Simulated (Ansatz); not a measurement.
**Photoemission of Si(111) with SH on 50 % of the top atoms and H on the rest**

Aim: core-level components, unfolded bands and work function of Si(111) with SH on 50 % of the top atoms and H on the rest.

Calculated with Ansatz 0.2.0; DFT, PBE, plane-wave PAW, default files, scalar-relativistic.

## (1) The structure

The cell holds 34 atoms: 8 H, 2 S and 24 Si. Cell: a = 7.679 Å, b = 7.679 Å, c = 24.924 Å, α = 90.0°, β = 90.0°, γ = 60.0°. It derives from Si. How the cell was made: terminated face; group: SH; share of top atoms: 0.5; rest: H; oxygen in back bonds: 0; lower face: H. Regions: ad, 6 atoms (2 S and 4 H); L1, 4 atoms (4 Si); L2, 4 atoms (4 Si); L3, 4 atoms (4 Si); mid, 4 atoms (4 Si); rest, 12 atoms (8 Si and 4 H). Vacuum lies along c.

## (2) Relaxation

The cut or typed positions aren't at rest, and spectra shift with geometry, so the relaxation comes first. 12 atoms are held to stand for the bulk. A dipole correction cancels the field between unlike faces.

File input.yaml:

```yaml
crystal:
  lattice:
    - [7.6791796437, 0.0, 0.0]
    - [3.8395898218, 6.6503646517, 0.0]
    - [0.0, 0.0, 24.9237769138]
  atoms:
    - { symbol: H, position: [0.169288916, 0.0, 0.719143691] }
    - { symbol: H, position: [0.669288916, 0.0, 0.719143691] }
    - { symbol: S, position: [0.0, 0.0, 0.707106992] }
    - { symbol: S, position: [0.5, 0.0, 0.707106992] }
    - { symbol: H, position: [0.0, 0.5, 0.677416468] }
    - { symbol: H, position: [0.5, 0.5, 0.677416468] }
    - { symbol: Si, position: [0.0, 0.0, 0.622448876] }
    - { symbol: Si, position: [0.5, 0.0, 0.622448876] }
    - { symbol: Si, position: [0.0, 0.5, 0.622448876] }
    - { symbol: Si, position: [0.5, 0.5, 0.622448876] }
    - { symbol: Si, position: [0.833333333, 0.333333333, 0.591002879] }
    - { symbol: Si, position: [0.333333333, 0.333333333, 0.591002879] }
    - { symbol: Si, position: [0.833333333, 0.833333333, 0.591002879] }
    - { symbol: Si, position: [0.333333333, 0.833333333, 0.591002879] }
    - { symbol: Si, position: [0.833333333, 0.333333333, 0.496664891] }
    - { symbol: Si, position: [0.333333333, 0.333333333, 0.496664891] }
    - { symbol: Si, position: [0.833333333, 0.833333333, 0.496664891] }
    - { symbol: Si, position: [0.333333333, 0.833333333, 0.496664891] }
    - { symbol: Si, position: [0.166666667, 0.166666667, 0.465218895] }
    - { symbol: Si, position: [0.666666667, 0.166666667, 0.465218895] }
    - { symbol: Si, position: [0.166666667, 0.666666667, 0.465218895] }
    - { symbol: Si, position: [0.666666667, 0.666666667, 0.465218895] }
    - { symbol: Si, position: [0.166666667, 0.166666667, 0.370880907] }
    - { symbol: Si, position: [0.666666667, 0.166666667, 0.370880907] }
    - { symbol: Si, position: [0.166666667, 0.666666667, 0.370880907] }
    - { symbol: Si, position: [0.666666667, 0.666666667, 0.370880907] }
    - { symbol: Si, position: [0.0, 0.0, 0.339434911] }
    - { symbol: Si, position: [0.5, 0.0, 0.339434911] }
    - { symbol: Si, position: [0.0, 0.5, 0.339434911] }
    - { symbol: Si, position: [0.5, 0.5, 0.339434911] }
    - { symbol: H, position: [0.0, 0.0, 0.280856309] }
    - { symbol: H, position: [0.5, 0.0, 0.280856309] }
    - { symbol: H, position: [0.0, 0.5, 0.280856309] }
    - { symbol: H, position: [0.5, 0.5, 0.280856309] }
kpoints:
  mp_grid: { grid: [3, 3, 1] }
scf:
  occupations: { method: fermi_dirac, width: 0.02 }
  n_extra_bands: 24
hamiltonian:
  xc: pbe
  pseudopotentials: { kind: paw }
output:
  forces: true
  write_potential: true
  volumetric_format: []
efield:
  axis: 3
  dipole_correction: true
relax:
  f_tol: 0.03
  max_steps: 70
  constraints: [{ sites: [22, 23, 24, 25, 26, 27, 28, 29, 30, 31, 32, 33] }]
```

Command:

```sh
$ ansatz run input.yaml --threads 4 --pin off --max-ram 11264MiB --backend cpu --events-out ev --progress --plain --runs-dir out
```

Numbers of over 12 decimals in the logs are rounded to 6 here.

The program printed:

```text
scf.n_extra_bands = 24 over 58 filled bands (N_el = 116.0): the run solves 82 bands
Engine: ansatz 0.2.0, aarch64-unknown-linux-gnu
Pseudopotentials: kind: paw
Pseudopotential: H, paw, valence charge 1, recommended cutoff 420 eV (normal), H.paw.azcp
Pseudopotential: S, paw, valence charge 6, recommended cutoff 420 eV (normal), S.paw.azcp
Pseudopotential: Si, paw, valence charge 4, recommended cutoff 420 eV (normal), Si.paw.azcp
Functional definition: PBE
  parameter kappa = 0.804
  parameter beta = 0.066725
  exchange = pbe_x(kappa = kappa, mu = beta*pi^2/3)
  correlation = pbe_c(beta = beta)
Crystal: 34 atoms, lattice volume = 1272.841 Å³
Basis set: ecut = 420 eV, 24809 PW (Γ), exchange–correlation on 108×108×360 points (8 copies of the dense FFT grid, shifted against one another)
Bands: 82, of which v1, the nominal top of the filled ones, is band 58 counted from 1 (57 counted from 0)
Symmetry: 2 space group operations
Space group: P1 (ITA 1), of the structure as read, at distance tolerance 1.1e-4 Å
k-points: 5 of 9 (time reversal used)
Non-local potential: H, projectors of the file, l = 0: 2, l = 1: 1
Non-local potential: S, projectors of the file, l = 0: 2, l = 1: 2, l = 2: 2
Non-local potential: Si, projectors of the file, l = 0: 2, l = 1: 2, l = 2: 2
PAW form: soft (Blöchl's): semilocal exchange-correlation on the pseudo side does not see the compensation charge
PAW one-centre angular grid: H, 110 points (default); XC on 64 Gauss nodes
PAW one-centre angular grid: S, 110 points (default); XC on 64 Gauss nodes
PAW one-centre angular grid: Si, 110 points (default); XC on 64 Gauss nodes
Initial density: superposition of atomic densities (neutral atoms: chi_scale 0, normalization atom), corrected by the library's trained network
Initial wavefunctions: pseudopotential atomic-orbital guess
Functional: x = pbe(κ = 0.804, μ = 0.219515), c = pbe(β = 0.066725)
SCF iter   1: F=—  HF=-17190.485547 eV  |F-HF|=—  |Δ(HF+E_count)|=         —  Δρ=2.00e-3  dr2=6.08e-1  ethr=1.77e-3  p=-0.064 e·Å  D=-9.12e-3 V/Å  ΔV_dip=0.23 eV  dr2_dipole=1.33e-3  V_vac-E_F(+/−)=3.96/3.73 eV  ⟨swp⟩=8.2  Hψ=2285  notcnv=0  defer=29
efield: sawtooth ramp at fractional position 0.9500 (placed from the atoms, in the widest stretch of the axis that holds none; the zero of the levels goes with the place), width 0.1000; the density the first Hamiltonian is built on has a dipole p = -0.064 e·Å; the dipole correction subtracts the counter field D = -9.12e-3 V/Å, which shifts the + side's vacuum level by +0.23 eV against the − side's; the planar-averaged density in the ramp window peaks in size at 4.2e-6 e/Å³
preconditioner: auto → Resta (q_TF=auto, 1.830 Å⁻¹)  ε∞=2.9  [insulator: Δε(μ)=1.076 eV  Ē_g=8.182 eV  σ=0.020 eV  W_gap=1.00  n_scr=134 (ndim 8)  ℏωp=11.2 eV  f_vac=0.494  D(μ)=0.00/eV (n_scr^D=0)  ε∞_Penn≈2.9  vacuum switching on, ρ_ref=4.9e-3 e/Å³]
SCF iter   2: F=—  HF=-17190.398709 eV  |F-HF|=—  |Δ(HF+E_count)|=   8.68e-2  Δρ=9.82e-4  dr2=4.35e-2  ethr=5.24e-4  p=-0.046 e·Å  D=-6.51e-3 V/Å  ΔV_dip=0.16 eV  dr2_dipole=1.78e-3  V_vac-E_F(+/−)=4.36/4.20 eV  ⟨swp⟩=4.0  Hψ=603  notcnv=0  defer=86
SCF iter   3: F=—  HF=-17190.394616 eV  |F-HF|=—  |Δ(HF+E_count)|=   4.09e-3  Δρ=4.37e-4  dr2=4.06e-3  ethr=3.75e-5  p=-0.066 e·Å  D=-9.42e-3 V/Å  ΔV_dip=0.23 eV  dr2_dipole=8.75e-5  V_vac-E_F(+/−)=4.34/4.11 eV  ⟨swp⟩=3.0  Hψ=525  notcnv=0  defer=86
SCF iter   4: F=—  HF=-17190.396121 eV  |F-HF|=—  |Δ(HF+E_count)|=   1.51e-3  Δρ=1.65e-4  dr2=3.34e-3  ethr=3.50e-6  p=-0.050 e·Å  D=-7.17e-3 V/Å  ΔV_dip=0.18 eV  dr2_dipole=1.65e-3  V_vac-E_F(+/−)=4.35/4.17 eV  ⟨swp⟩=2.0  Hψ=708  notcnv=0  defer=86
SCF iter   5: F=—  HF=-17190.395804 eV  |F-HF|=—  |Δ(HF+E_count)|=   3.17e-4  Δρ=5.90e-5  dr2=1.07e-4  ethr=2.88e-6  p=-0.068 e·Å  D=-9.73e-3 V/Å  ΔV_dip=0.24 eV  dr2_dipole=1.82e-5  V_vac-E_F(+/−)=4.40/4.16 eV  ⟨swp⟩=2.0  Hψ=425  notcnv=0  defer=86
SCF iter   6: F=-17190.395814 eV  HF=-17190.395809 eV  |F-HF|=4.59e-6  |Δ(HF+E_count)|=   5.53e-6  Δρ=2.48e-5  dr2=8.93e-6  ethr=1.94e-8  p=-0.067 e·Å  D=-9.53e-3 V/Å  ΔV_dip=0.24 eV  dr2_dipole=2.96e-8  V_vac-E_F(+/−)=4.40/4.16 eV  ⟨swp⟩=10.8  Hψ=3566  notcnv=0
SCF 1 converged in 6 iterations: F = -17190.395814 eV  dr2 = 8.93e-6
  greatest PAW one-centre occupation: 0.860 electrons in one spin orbital (limit 2), on the S atom at site 3 (counted from 0), in its partial waves of l = 0
relax step   1: F+E_penalty+E_count = -17190.39581390 eV  Δ(F+E_penalty+E_count) = +0.000e0 eV  max|allowed force component| = 2.852e0 eV/Å  Δτ_max = 0.0000 Å  (6 SCF iters, dr2 threshold 2.25e-5 eV, accepted)
Initial density: handed on by an earlier stage of this run
Initial wavefunctions: those handed on with the density
iter 1 solved again at ethr=2.20e-4 eV; its pass at ethr=3.10e-3 eV (dr2=2.55e-1 eV) is discarded
SCF iter   1: F=—  HF=-17190.840866 eV  |F-HF|=—  |Δ(HF+E_count)|=         —  Δρ=5.87e-3  dr2=2.54e-1  ethr=2.20e-4  p=-0.067 e·Å  D=-9.53e-3 V/Å  ΔV_dip=0.24 eV  dr2_dipole=2.51e-3  V_vac-E_F(+/−)=4.36/4.13 eV  ⟨swp⟩=2.0  Hψ=1530  notcnv=0  defer=76
efield: sawtooth ramp at fractional position 0.9500 (handed on by an earlier solve), width 0.1000; the density the first Hamiltonian is built on has a dipole p = -0.067 e·Å; the dipole correction subtracts the counter field D = -9.53e-3 V/Å, which shifts the + side's vacuum level by +0.24 eV against the − side's; the planar-averaged density in the ramp window peaks in size at 1.1e-6 e/Å³
preconditioner: auto → Resta (q_TF=auto, 1.830 Å⁻¹)  ε∞=2.9  [insulator: Δε(μ)=1.059 eV  Ē_g=8.102 eV  σ=0.020 eV  W_gap=1.00  n_scr=134 (ndim 8)  ℏωp=11.2 eV  f_vac=0.489  D(μ)=0.00/eV (n_scr^D=0)  ε∞_Penn≈2.9  vacuum switching on, ρ_ref=4.8e-3 e/Å³]
SCF iter   2: F=—  HF=-17190.807297 eV  |F-HF|=—  |Δ(HF+E_count)|=   3.36e-2  Δρ=2.91e-3  dr2=6.01e-2  ethr=2.19e-4  p=-0.103 e·Å  D=-1.47e-2 V/Å  ΔV_dip=0.37 eV  dr2_dipole=2.29e-4  V_vac-E_F(+/−)=4.47/4.11 eV  ⟨swp⟩=1.6  Hψ=376  notcnv=0  defer=76
SCF iter   3: F=—  HF=-17190.805387 eV  |F-HF|=—  |Δ(HF+E_count)|=   1.91e-3  Δρ=5.04e-4  dr2=1.96e-2  ethr=5.18e-5  p=-0.068 e·Å  D=-9.70e-3 V/Å  ΔV_dip=0.24 eV  dr2_dipole=1.00e-2  V_vac-E_F(+/−)=4.41/4.17 eV  ⟨swp⟩=3.4  Hψ=768  notcnv=0  defer=76
SCF iter   4: F=—  HF=-17190.802520 eV  |F-HF|=—  |Δ(HF+E_count)|=   2.87e-3  Δρ=1.71e-4  dr2=8.01e-4  ethr=1.69e-5  p=-0.113 e·Å  D=-1.60e-2 V/Å  ΔV_dip=0.40 eV  dr2_dipole=2.54e-4  V_vac-E_F(+/−)=4.50/4.10 eV  ⟨swp⟩=3.0  Hψ=530  notcnv=0  defer=76
[...]
SCF iter   5: F=—  HF=-17190.972413 eV  |F-HF|=—  |Δ(HF+E_count)|=   5.44e-5  Δρ=8.77e-6  dr2=1.58e-6  ethr=2.15e-8  p=-0.108 e·Å  D=-1.53e-2 V/Å  ΔV_dip=0.38 eV  dr2_dipole=3.30e-8  V_vac-E_F(+/−)=4.50/4.12 eV  ⟨swp⟩=2.0  Hψ=412  notcnv=0  defer=78
SCF iter   6: F=—  HF=-17190.972413 eV  |F-HF|=—  |Δ(HF+E_count)|=   2.92e-7  Δρ=3.01e-6  dr2=3.15e-7  ethr=1.36e-9  p=-0.108 e·Å  D=-1.53e-2 V/Å  ΔV_dip=0.38 eV  dr2_dipole=1.71e-8  V_vac-E_F(+/−)=4.50/4.12 eV  ⟨swp⟩=2.0  Hψ=622  notcnv=0  defer=78
SCF iter   7: F=-17190.972413 eV  HF=-17190.972413 eV  |F-HF|=7.61e-9  |Δ(HF+E_count)|=   5.96e-8  Δρ=8.83e-7  dr2=1.78e-8  ethr=8.62e-11  p=-0.108 e·Å  D=-1.53e-2 V/Å  ΔV_dip=0.38 eV  dr2_dipole=3.86e-10  V_vac-E_F(+/−)=4.50/4.12 eV  ⟨swp⟩=10.0  Hψ=2723  notcnv=0
SCF 6 converged in 7 iterations: F = -17190.972413 eV  dr2 = 1.78e-8
relax step   6: F+E_penalty+E_count = -17190.97241335 eV  Δ(F+E_penalty+E_count) = -1.754e-3 eV  max|allowed force component| = 1.748e-2 eV/Å  Δτ_max = 0.0237 Å  (7 SCF iters, accepted)
NSCF: frozen V_eff on 5 k-points
the band table was solved once a step of the walk had ended and its energy, with any forces and stress, was formed, with the checks that follow a solve (2847 applications of the Hamiltonian). They found nothing against the state; the energy, forces and stress were not computed again (output.eigenvalues in the input reference)
WARN: The output density's exchange-correlation potential varies sharply where the density is thin. Do not read a vacuum level from v_tot or v_xc, or from such a field of the output density. On a cell that repeats whose density bears no net charge and no dipole along the vacuum's axis use v_es (v_loc + v_h of the components); under efield.dipole_correction with no amplitude use v_es + v_field, which holds any externa [...]
SCF converged after 7 iterations
Free energy (F): -17190.972413 eV
Harris-Foulkes:  -17190.972413 eV  (|F-HF|=7.61e-9)
Internal energy: -17190.972413 eV  (E = F + TS)
E sigma→0 (E₀):  -17190.972413 eV
Fermi energy:    0.286199 eV
Dipole field:    D = -0.015297 V/Å  (p = -0.107599 e·Å, saw-weighted, corrected)
Work function:   Φ+ = 4.4979 eV   Φ− = 4.1167 eV
Levels:          The Fermi level and band energies are counted from a zero that moves with the ramp; work functions are not
--- Per-component energies (eV) ---
  E_band       = -623.559238
  E_kinetic    = 1288.931101
  E_local      = -30594.966417  (includes V_loc(G=0)·N_el)
  E_nonlocal   = 693.513667
  E_hartree    = 14724.601548
  E_xc         = -1587.422789
  E_vxc        = -1384.716137  (∫ρ·V_xc dr)
  E_paw        = -13512.941396  (= ΣΔE_a)
  E_vpaw       = -75.773399  (= ΣTr[D̂ρ^β])
  E_aug_tail   = -0.009685  (compensation charges beyond the density's cutoff)
  E_efield     = 0.000823  (sawtooth field / dipole correction)
  E_vefield    = 0.269060  (∫n·V_field dr)
  E_ewald      = 11797.320734
  E_smearing   = -0.000000  (= −TS)
  E_closure    = -0.000000  (closes the sum)
  Σ components = -17190.972413   (vs F -17190.972413, Δ=0.00e0)
--- Forces (eV/Å), atoms counted from 1 ---
  atom   1  H     -0.01377980    -0.00966308    -0.01748373
  atom   2  H     -0.01377980    -0.00966308    -0.01748373
  atom   3  S      0.00560212     0.01458773     0.01010042
  atom   4  S      0.00560212     0.01458773     0.01010042
  atom   5  H      0.00041310     0.00122810     0.00398968
  atom   6  H      0.00041310     0.00122810     0.00398968
  atom   7  Si     0.00255024     0.00580500     0.00511021
  atom   8  Si     0.00255024     0.00580500     0.00511021
  atom   9  Si    -0.00085238    -0.00009228    -0.00666467
  atom  10  Si    -0.00085238    -0.00009228    -0.00666467
  atom  11  Si     0.00053066    -0.00473453    -0.01120294
  atom  12  Si     0.00053066    -0.00473453    -0.01120294
  atom  13  Si     0.00082793    -0.00433914     0.01286395
  atom  14  Si     0.00082793    -0.00433914     0.01286395
  atom  15  Si    -0.00073274     0.00404123     0.00232382
  atom  16  Si    -0.00073274     0.00404123     0.00232382
  atom  17  Si     0.00009819     0.00194100     0.00011469
  atom  18  Si     0.00009819     0.00194100     0.00011469
  atom  19  Si     0.00151434     0.00049376    -0.00087621
  atom  20  Si     0.00151434     0.00049376    -0.00087621
  atom  21  Si     0.00042602    -0.00395806     0.00010136
  atom  22  Si     0.00042602    -0.00395806     0.00010136
  atom  23  Si    -0.00172510    -0.00094815    -0.06757502
  atom  24  Si    -0.00172510    -0.00094815    -0.06757502
  atom  25  Si     0.00481129    -0.00490559    -0.07968636
  atom  26  Si     0.00481129    -0.00490559    -0.07968636
  atom  27  Si     0.00106469    -0.00018964     0.85295259
  atom  28  Si     0.00106469    -0.00018964     0.85295259
  atom  29  Si    -0.00179937     0.00200292     0.84877963
  atom  30  Si    -0.00179937     0.00200292     0.84877963
  atom  31  H     -0.00061688    -0.00039806    -0.77630676
  atom  32  H     -0.00061688    -0.00039806    -0.77630676
  atom  33  H      0.00166701    -0.00087563    -0.77651385
  atom  34  H      0.00166701    -0.00087563    -0.77651385
  max |Σ_I F_I| component: 5.36e-5 eV/Å
--- Band table (eV; the first three rows and the last of 5) ---
  k-point 0: bands = [... 54 lower, -0.7311, -0.6654, -0.2879, -0.2485, 0.8362, 0.8402, 0.8455, 1.3773, ... 20 higher]
  k-point 1: bands = [... 54 lower, -1.4904, -1.2775, -1.1225, -0.6555, 0.9810, 1.5655, 1.6736, 1.7435, ... 20 higher]
  k-point 2: bands = [... 54 lower, -1.4213, -1.2739, -1.1935, -0.6772, 0.9922, 1.5816, 1.6557, 1.7217, ... 20 higher]
  k-point 4: bands = [... 54 lower, -1.6567, -1.4735, -1.3921, -1.3298, 1.9517, 2.1409, 2.2668, 2.3288, ... 20 higher]
--- Relaxed structure (6 steps of the walk, 6 accepted, 0 SCFs on fresh bases) ---
  F+E_penalty+E_count = -17190.97241335 eV   max|allowed force component| = 1.748e-2 eV/Å
  atoms:
    - { symbol: H, position: [0.094524, 0.078434, 0.720287] }
    - { symbol: H, position: [0.594524, 0.078434, 0.720287] }
    - { symbol: S, position: [-0.010441, -0.017953, 0.710657] }
    - { symbol: S, position: [0.489559, -0.017953, 0.710657] }
    - { symbol: H, position: [-0.000626459, 0.498710, 0.684391] }
    - { symbol: H, position: [0.499374, 0.498710, 0.684391] }
    - { symbol: Si, position: [-0.000737312, -0.00165888, 0.623598] }
    - { symbol: Si, position: [0.499263, -0.00165888, 0.623598] }
    - { symbol: Si, position: [-0.000518382, 0.498202, 0.624178] }
    - { symbol: Si, position: [0.499482, 0.498202, 0.624178] }
    - { symbol: Si, position: [0.832173, 0.332709, 0.592753] }
    - { symbol: Si, position: [0.332173, 0.332709, 0.592753] }
    - { symbol: Si, position: [0.833159, 0.830783, 0.592367] }
    - { symbol: Si, position: [0.333159, 0.830783, 0.592367] }
    - { symbol: Si, position: [0.833679, 0.332787, 0.497847] }
    - { symbol: Si, position: [0.333679, 0.332787, 0.497847] }
    - { symbol: Si, position: [0.833908, 0.833145, 0.497504] }
    - { symbol: Si, position: [0.333908, 0.833145, 0.497504] }
    - { symbol: Si, position: [0.166769, 0.166635, 0.465630] }
    - { symbol: Si, position: [0.666769, 0.166635, 0.465630] }
    - { symbol: Si, position: [0.167377, 0.666090, 0.465585] }
    - { symbol: Si, position: [0.667377, 0.666090, 0.465585] }
    - { symbol: Si, position: [0.166667, 0.166666667, 0.370881] }
    - { symbol: Si, position: [0.666667, 0.166666667, 0.370881] }
    - { symbol: Si, position: [0.166666667, 0.666666667, 0.370881] }
    - { symbol: Si, position: [0.666666667, 0.666666667, 0.370881] }
    - { symbol: Si, position: [0.0, 0.0, 0.339435] }
    - { symbol: Si, position: [0.5, 0.0, 0.339435] }
    - { symbol: Si, position: [0.0, 0.5, 0.339435] }
    - { symbol: Si, position: [0.5, 0.5, 0.339435] }
    - { symbol: H, position: [0.0, 0.0, 0.280856309] }
    - { symbol: H, position: [0.5, 0.0, 0.280856309] }
    - { symbol: H, position: [0.0, 0.5, 0.280856309] }
    - { symbol: H, position: [0.5, 0.5, 0.280856309] }
```

The job ended after 77 s (4 threads of Arm Neoverse V2, shared host; peak memory 2.3 GiB).

Step by step:

```
step  energy less that of the first step (eV)  largest force component (eV/Å)
   1                                   0.0000                          2.8523
   2                                  -0.4067                          1.1048
   3                                  -0.5134                          0.8103
   4                                  -0.5699                          0.0633
   5                                  -0.5748                          0.1156
   6                                  -0.5766                          0.0175
```

Forces are held to the 2 operations that the run works with; a distortion that breaks them can't arise in this run.

The atoms that moved most (Å):

```
atom      dx      dy     dz  length
  H1  -0.273   0.522  0.029   0.589
  H2  -0.273   0.522  0.029   0.589
  S3  -0.149  -0.119  0.088   0.211
  S4  -0.149  -0.119  0.088   0.211
  H5  -0.010  -0.009  0.174   0.174
  H6  -0.010  -0.009  0.174   0.174
Si10  -0.011  -0.012  0.043   0.046
 Si9  -0.011  -0.012  0.043   0.046
```

Numbers from this step:

```
free energy                                                         : -17190.9724 eV
Fermi energy                                                        : 0.2862 eV
symmetry operations                                                 : 2
gap on the k-mesh                                                   : 1.085 eV
ionisation potential, upper face                                    : 5.032 eV
upper vacuum level less the lowest empty level (Kohn–Sham affinity) : 3.948 eV
ionisation potential, lower face                                    : 4.652 eV
```

The relaxation ends 17 meV an atom lower, with a largest force component of 0.017 eV/Å on the free atoms.

(Part 1 of 4 ends here.)

[Logs are printed without paths, hosts, clocks, repeated set-up lines and the standing remarks that a program may print on its own settings, such as how far it seeks lower states.]

[Hosts, paths, dates, database ids (printed as entryN), source tags and the programs' standing remarks are cut or masked in the printed files.]

[Maps of the electrostatic potential energy from Ansatz leave out the sawtooth potential of an applied field or a dipole correction, so their vacuum need not be flat; work functions include it.]
